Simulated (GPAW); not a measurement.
Write an ASE script for GPAW 26.7.0 that does the following.

| Property | Result |
| --- | --- |
| Task | band structure |
| Functional | LDA |
| Potentials or basis | the program's PAW data sets (release 1.2.1) made for this functional |
| Cutoff | 800 eV |
| Basis | pw |
| k mesh | 5 × 5 × 8 |
| Occupations | fermi-dirac, width 0.05 eV |
| Spin | no spin polarisation |
| Maxiter | 150 |
| Band path | GXMGZRAZ,XR,MA |
| Band points | 60 |

SiO2:

```
CELL_PARAMETERS angstrom
4.23317 0.00000 0.00000
0.00000 4.23317 0.00000
0.00000 0.00000 2.69349
ATOMIC_POSITIONS crystal
Si 0.00000 0.00000 0.00000
Si 0.50000 0.50000 0.50000
O 0.80684 0.19316 0.50000
O 0.30684 0.30684 0.00000
O 0.19316 0.80684 0.50000
O 0.69316 0.69316 0.00000
```

The cell comes from a database or a generator and needn't be the stable form of this composition.

These files were run (other wordings do the same):

run.py

```python
from ase import Atoms
from ase.dft.bandgap import bandgap
from ase.io import write
from ase.units import GPa
from gpaw import GPAW, PW

atoms = Atoms(['Si', 'Si', 'O', 'O', 'O', 'O'],
              cell=[[4.233169, 0.0, 0.0],
                    [0.0, 4.233169, 0.0],
                    [0.0, 0.0, 2.693495]],
              scaled_positions=[[0.0, 0.0, 0.0],
                                [0.5, 0.5, 0.5],
                                [0.806839, 0.193161, 0.5],
                                [0.306839, 0.306839, 0.0],
                                [0.193161, 0.806839, 0.5],
                                [0.693161, 0.693161, 0.0]],
              pbc=True)

calc = GPAW(mode=PW(800),
            xc='LDA',
            kpts={'size': (5, 5, 8), 'gamma': True},
            occupations={'name': 'fermi-dirac', 'width': 0.05},
            nbands=30,
            convergence={'density': 1e-05, 'energy': 1e-05},
            maxiter=150,
            txt='gpaw.txt')
atoms.calc = calc
energy = atoms.get_potential_energy()
forces = atoms.get_forces()
stress = atoms.get_stress()
calc.write('gs.gpw')
write('result.traj', atoms)
print(f'Energy: {energy:.6f} eV')
print('Forces (eV/A):')
print(forces.round(4))
print('Stress (GPa):', (stress / GPa).round(3))
print('Fermi level:', round(calc.get_fermi_level(), 4), 'eV')
print(f'Gap: {bandgap(calc)[0]:.4f} eV, direct: {bandgap(calc, direct=True)[0]:.4f} eV')

path = atoms.cell.bandpath('GXMGZRAZ,XR,MA', npoints=60, eps=1e-4)
bs_calc = calc.fixed_density(kpts=path, symmetry='off', nbands=44,
                             convergence={'bands': 'CBM+6.0', 'eigenstates': 1e-6}, txt='bands.txt')
bs = bs_calc.band_structure()
bs.write('bs.json')
print(f'Gap on the path: {bandgap(bs_calc)[0]:.4f} eV')
```

Potentials or basis: the program's PAW data sets (release 1.2.1) made for this functional, pw.

Command:

```bash
$ OMP_NUM_THREADS=1 python run.py
```

It gave:

```
Pressure                : -10.0 GPa
Largest force           : 0.037 eV/Å
Band gap on the k mesh  : 5.04 eV, direct
Band gap along the path : 5.04 eV, direct
```

It took 100 s on 1 thread of Arm Neoverse V2, on a shared host, peak memory 0.4 GiB.
